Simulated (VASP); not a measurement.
## Mg₂Si (strained antifluorite): one PBE single-point calculation in two programs

```xyz
3
Lattice="0.0000 3.2640 3.2640 3.2640 0.0000 3.2640 3.2640 3.2640 0.0000" Properties=species:S:1:pos:R:3 pbc="T T T"
Si    0.0000    0.0000    0.0000
Mg    1.6320    1.6320    1.6320
Mg    4.8960    4.8960    4.8960
```

The two codes use different PAW datasets and cutoffs. VASP's cell holds 8 valence electrons and Ansatz's 24. Ansatz's stress includes a Pulay correction; VASP's doesn't.

Cutoffs: 520 eV in VASP, 420 eV in Ansatz. k meshes: 8×8×8 and 8×8×8.

|  | VASP | Ansatz |
| --- | --- | --- |
| gap between bands v and c | 0.29 eV | 0.30 eV |
| least direct gap | 1.40 eV | 1.40 eV |
| pressure | -3.7 GPa | -3.5 GPa |

Band v is the last that the valence electrons fill when counted band by band, and c is the next. Levels in eV from the top of v, Ansatz:

```json
{"point": "Γ", "v−1": "0.00", "v": "0.00", "c": "1.40", "c+1": "2.47"}
{"point": "X", "v−1": "-1.83", "v": "-1.83", "c": "0.30", "c+1": "0.30"}
{"point": "K", "v−1": "-3.24", "v": "-1.53", "c": "0.68", "c+1": "2.83"}
{"point": "L", "v−1": "-0.67", "v": "-0.67", "c": "0.96", "c+1": "2.52"}
{"point": "W", "v−1": "-3.43", "v": "-2.46", "c": "2.63", "c+1": "3.33"}
```

VASP:

| point | v−1 | v | c | c+1 |
| --- | --- | --- | --- | --- |
| Γ | 0.00 | 0.00 | 1.40 | 2.46 |
| X | -1.83 | -1.83 | 0.29 | 0.30 |
| K | -3.25 | -1.53 | 0.67 | 2.83 |
| L | -0.67 | -0.67 | 0.95 | 2.51 |
| W | -3.43 | -2.47 | 2.64 | 3.32 |
